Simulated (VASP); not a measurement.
# Fe: grain boundary Sigma 3(112)

Fe, interface, 24 atoms in the cell. PBE, bicrystal; PAW potentials Fe (PBE set).

Boundary: Sigma 3(112).

## Input

INCAR.step1:
```
SYSTEM = Fe
ALGO = Normal
EDIFF = 1E-7
EDIFFG = -0.005
ENCUT = 410
IBRION = 2
ISIF = 3
ISMEAR = 1
ISPIN = 2
KPAR = 4
LASPH = .True.
LCHARG = .False.
LREAL = .False.
LWAVE = .False.
MAGMOM = 3
NELM = 100
NSW = 30
PREC = Accurate
SIGMA = 0.15
```

INCAR.step2, as INCAR.step1 but for:
```
- EDIFF = 1E-7
- EDIFFG = -0.005
- IBRION = 2
- ISIF = 3
- NSW = 30
+ EDIFF = 1E-6
```

INCAR.step3:
```
SYSTEM = Fe
ALGO = Normal
EDIFF = 1E-6
EDIFFG = -0.03
ENCUT = 410
IBRION = 2
ISIF = 3
ISMEAR = 1
ISPIN = 2
KPAR = 4
LASPH = .True.
LATTICE_CONSTRAINTS = .FALSE. .FALSE. .TRUE.
LCHARG = .False.
LREAL = Auto
LWAVE = .False.
MAGMOM = 3 3 3 3 3 3 3 3 3 3 3 3 3 3 3 3 3 3 3 3 3 3 3 3
NCORE = 1
NELM = 100
NSW = 50
PREC = Accurate
SIGMA = 0.15
```

KPOINTS.step1:
```
k-points
0
Gamma
  16 16 16
```

KPOINTS.step2:
```
k-points
0
Gamma
  18 18 18
```

KPOINTS.step3:
```
k-points
0
Gamma
  13 8 1
```

POSCAR.step1:
```
Fe
1.0
   -1.4430000000      1.4430000000      1.4430000000
    1.4430000000     -1.4430000000      1.4430000000
    1.4430000000      1.4430000000     -1.4430000000
Fe
1
Direct
    0.0000000000      0.0000000000      0.0000000000
```

POSCAR.step2:
```
Fe
1.0
   -1.4154832687      1.4154832687      1.4154832687
    1.4154832687     -1.4154832687      1.4154832687
    1.4154832687      1.4154832687     -1.4154832687
Fe
1
Direct
    0.0000000000      0.0000000000      0.0000000000
```

POSCAR.step3:
```
Fe
1.0
    2.4516889386      0.0000000000      0.0000000000
    0.0000000000      4.0035912718      0.0000000000
    0.0000000000      0.0000000000     27.8376939817
Fe
24
Direct
    0.6666666670      0.5000000000      0.4566868850
    0.3333333330      0.0000000000      0.4151698950
    0.0000000000      0.5000000000      0.3736529060
    0.6666666670      0.0000000000      0.3321359160
    0.3333333330      0.5000000000      0.2906189270
    0.0000000000      0.0000000000      0.2491019370
    0.6666666670      0.5000000000      0.2075849480
    0.3333333330      0.0000000000      0.1660679580
    0.0000000000      0.5000000000      0.1245509690
    0.6666666670      0.0000000000      0.0830339790
    0.3333333330      0.5000000000      0.0415169900
    0.0000000000      0.0000000000      0.0000000000
    0.0000000000      0.0000000000      0.4982038740
    0.6666666670      0.5000000000      0.5415169900
    0.3333333330      0.0000000000      0.5830339790
    0.0000000000      0.5000000000      0.6245509690
    0.6666666670      0.0000000000      0.6660679580
    0.3333333330      0.5000000000      0.7075849480
    0.0000000000      0.0000000000      0.7491019370
    0.6666666670      0.5000000000      0.7906189270
    0.3333333330      0.0000000000      0.8321359160
    0.0000000000      0.5000000000      0.8736529060
    0.6666666670      0.0000000000      0.9151698950
    0.3333333330      0.5000000000      0.9566868850
```

Commands (each step's output is kept before the next begins):
```
cat potpaw_PBE.64/Fe/POTCAR > POTCAR
cp INCAR.step1 INCAR
cp KPOINTS.step1 KPOINTS
cp POSCAR.step1 POSCAR
mpirun -np 4 vasp_std > vasp.out
rm WAVECAR CHG
cp INCAR.step2 INCAR
cp KPOINTS.step2 KPOINTS
cp POSCAR.step2 POSCAR
mpirun -np 4 vasp_std > vasp.out
rm WAVECAR CHG
cp INCAR.step3 INCAR
cp KPOINTS.step3 KPOINTS
cp POSCAR.step3 POSCAR
mpirun -np 4 vasp_std > vasp.out
```

## Result

- Boundary energy (J/m²): 0.50
- Excess volume per area (Å): 0.09
- Boundary area a cell (Å²): 9.82
- Atoms: 24
- Moment of the cell (μB): 52.9

Limits: one relative shift of the grains was tried, so another may lie lower; the crystal and the boundary were run on different k meshes, whose errors don't cancel in full.

VASP 6.6.1 took 5863 s on 4 cores (Intel Xeon 6975P-C (Granite Rapids)), a shared host.
